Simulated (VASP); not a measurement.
Write the native input for VASP 6.6.1 that does the following.

| Property | Result |
| --- | --- |
| Task | relaxation of cell and atoms |
| Functional | PBE |
| Dispersion | D3(BJ) |
| Potentials or basis | VASP PAW PBE potentials, release 64 (Mo_sv, S) |
| Cutoff | 600 eV |
| k mesh | 12 × 12 × 3 |
| Occupations | gaussian, width 0.03 eV |
| Spin | no spin polarisation |
| Target pressure | 13.7 GPa |
| Further INCAR settings | ALGO = Normal; EDIFF = 1e-06; IBRION = 2; EDIFFG = -0.01; NSW = 90; ISIF = 3 |
| Target pressure | 13.7 GPa |

The structure of MoS2 lies in POSCAR:

```
MoS2
1.0
    3.1690000000      0.0000000000      0.0000000000
   -1.5845000000      2.7444345046      0.0000000000
    0.0000000000      0.0000000000     12.3240000000
Mo S
2 4
Direct
    0.3333333333      0.6666666667      0.2500000000
    0.6666666667      0.3333333333      0.7500000000
    0.3333333333      0.6666666667      0.6230000000
    0.6666666667      0.3333333333      0.1230000000
    0.3333333333      0.6666666667      0.8770000000
    0.6666666667      0.3333333333      0.3770000000
```

These files were run (other wordings do the same):

INCAR

```
SYSTEM = MoS2
ALGO     = Normal         ! electronic algorithm
EDIFF    = 1E-6           ! SCF threshold, eV
EDIFFG   = -0.01          ! ionic threshold
ENCUT    = 600            ! plane-wave cutoff, eV
GGA      = PE             ! functional
IBRION   = 2              ! ionic algorithm
ISIF     = 3              ! what is computed and relaxed
ISMEAR   = 0              ! smearing method
IVDW     = 12             ! dispersion correction
KPAR     = 2            
LASPH    = .True.         ! aspherical terms in the spheres
LCHARG   = .False.        ! write CHGCAR
LREAL    = .False.        ! projectors in reciprocal space
LWAVE    = .False.        ! write WAVECAR
NELM     = 80             ! most SCF steps
NSW      = 90             ! ionic steps
PREC     = Accurate       ! precision mode
PSTRESS  = 137.0        
SIGMA    = 0.03           ! smearing width, eV
```

KPOINTS

```
k-points
0
Gamma
  12 12 3
  0 0 0
```

Potentials or basis: VASP PAW PBE potentials, release 64 (Mo_sv, S).

The run is started by

```console
$ cat potpaw_PBE.64/Mo_sv/POTCAR potpaw_PBE.64/S/POTCAR > POTCAR
$ mpirun -np 2 vasp_std > vasp.out
```

Results of the run:

```json
{"Relaxed volume": "14.94 Å³/atom", "Relaxed cell": "a = 3.049 Å, b = 3.049 Å, c = 11.134 Å, α = 90.00°, β = 90.00°, γ = 120.00°", "Space group after relaxing (to 0.05 Å)": "P6_3/mmc (No. 194)", "Energy change on relaxing (the enthalpy is what falls)": "+78.5 meV/atom", "Ionic steps": "13", "Pressure after relaxing": "13.7 GPa", "Band gap on the k mesh": "0.19 eV, indirect (least direct gap 1.52 eV)", "Dispersion energy per atom": "-0.511 eV"}
```

Caveat: the cell is relaxed towards a set pressure, so the enthalpy falls and the energy may rise; the volume moved by over 15 % at a fixed basis, so the end points are rough; an odd mesh through Γ misses points on the zone boundary, where band edges often lie.

It took 9.1 min on 2 MPI ranks on Intel(R) Xeon(R) Platinum 8488C (Sapphire Rapids) (shared host), peak memory 0.35 GiB a rank.
